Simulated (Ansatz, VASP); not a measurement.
Two plane-wave programs on KF (Carobbiite)

Contents of INCAR:

```
PREC = Accurate ; ENCUT = 520
EDIFF = 1E-6 ; ISMEAR = 0
SIGMA = 0.02 ; LREAL = F
LASPH = T ; NELM = 80
ALGO = Normal ; ISIF = 2
LWAVE = F ; LCHARG = F
GGA = PE ; NBANDS = 15
```

File KPOINTS:

```
Automatic mesh
0
Gamma
  8 8 8
```

File POSCAR:

```
KF
1.0
    0.0000000000      2.6819972211      2.6819972211
    2.6819972211      0.0000000000      2.6819972211
    2.6819972211      2.6819972211      0.0000000000
K F
1 1
Direct
    0.0000000000      0.0000000000      0.0000000000
    0.5000000000      0.5000000000      0.5000000000
```

Input for Ansatz:

```yaml
crystal:
  lattice:
    - [0.0, 2.6819972211, 2.6819972211]
    - [2.6819972211, 0.0, 2.6819972211]
    - [2.6819972211, 2.6819972211, 0.0]
  atoms:
    - { symbol: K, position: [0.0, 0.0, 0.0] }
    - { symbol: F, position: [0.5, 0.5, 0.5] }
basis:
  ecutwfc: 420
kpoints:
  mp_grid: { grid: [8, 8, 8] }
hamiltonian:
  xc: pbe
scf:
  occupations: { method: gaussian, width: 0.02 }
output:
  forces: true
  stress: true
  eigenvalues: true
```

Alike in both runs: task single point; functional PBE; k mesh 8 × 8 × 8; occupations gaussian, width 0.02 eV; no spin polarisation.

|  | VASP | Ansatz |
| --- | --- | --- |
| version | VASP 6.6.1 | Ansatz 0.2.0 |
| potentials or method | VASP PAW PBE potentials, release 64 (K_sv, F) | scalar-relativistic, plane waves, PAW |
| plane-wave cutoff (eV) | 520 | 420 |
| valence electrons in the cell | 16 | 16 |

VASP gave:

```
gap on the k mesh at the Fermi level (eV) : 6.11
least direct gap on the mesh (eV)         : 6.11
pressure (GPa)                            : 1.0
```

Task: What did Ansatz give for the same quantities?

Result: gap on the k mesh at the Fermi level (eV): 6.12; least direct gap on the mesh (eV): 6.12; pressure (GPa): 1.0.

The functional is the same, so the differences come from potentials, cutoffs and numerics.

A k mesh can miss the band edges. As with any semilocal functional, this PBE gap is likely too small.
